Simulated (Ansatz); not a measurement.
A run of Ansatz 0.2.0:

input.yaml

```yaml
crystal:
  lattice:
    - [3.2093, 0.0, 0.0]
    - [-1.60465, 2.7793353284, 0.0]
    - [0.0, 0.0, 5.2103]
  atoms:
    - { symbol: Mg, position: [0.6666666667, 0.3333333333, 0.75] }
    - { symbol: Mg, position: [0.3333333333, 0.6666666667, 0.25] }
hamiltonian:
  xc: rpbe
  pseudopotentials: { kind: paw }
kpoints:
  mp_grid: { grid: [10, 10, 5] }
scf:
  occupations: { method: fermi_dirac, width: 0.05 }
output:
  forces: true
  stress: true
  eigenvalues: true
relax:
  f_tol: 0.01
  max_steps: 40
  cell: { stress_tol: 0.05 }
```

Potentials or basis: Ansatz PAW.

The run is started by

```console
$ ansatz run input.yaml --threads 2 --pin off --max-ram 5632MiB --backend cpu --events-out ev --progress --plain --runs-dir out
```

Hardware: 2 threads of Intel(R) Xeon(R) Processor @ 2.70GHz, with other jobs on the host.

Problem. How long does it take, and how much memory?

Solution. Run time: 5.9 s on 2 threads of Intel(R) Xeon(R) Processor @ 2.70GHz, on a shared host, peak memory 0.33 GiB. Counts: scf iterations 29, plane waves 953, k points 42, bands 14, ion steps 6.
